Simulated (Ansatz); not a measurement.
AlGa3N4: strain energy, fitted

AlGa3N4, P-43m, a = 4.468 Å. The structure is a Materials Project entry; whether it is the stable form wasn't checked. Ansatz: PBEsol, PAW, 420 eV, Γ-centred 6×6×6 mesh on 8 atoms, Gaussian smearing 0.02 eV; no spin polarisation. Series: uniaxial strain along a, with b, c and atoms relaxed; x is the strain in per cent. y is the free energy over the unstrained cell, V0 = 11.147 Å³/atom.

```
x (%) y (meV/atom)
 -3.0          5.05
 -1.5             ?
  0.0          0.00
  1.5          1.38
  3.0          5.54
```

Q: Fit y = c2 x² + c3 x³ to the other rows, turn c2 into a modulus, and predict the missing energy.

A: Least squares on the rows shown. y = 0.5887 x² + 0.009131 x³. In eV per unit strain² c2 is 5.887; this is Young's modulus along the axis (E = ½ Y V0 ε²): 2 × 5.887 × 160.2 / (11.147) = 169 GPa. At x = -1.5 the fit asked for gives 1.29 meV/atom. The run gave 1.34 meV/atom, so the fit is 0.05 meV/atom too low, a small miss on the scale of the series.

Cost: 5 runs of about 4.8 core-minutes in all, on Arm Neoverse V2 (shared hosts).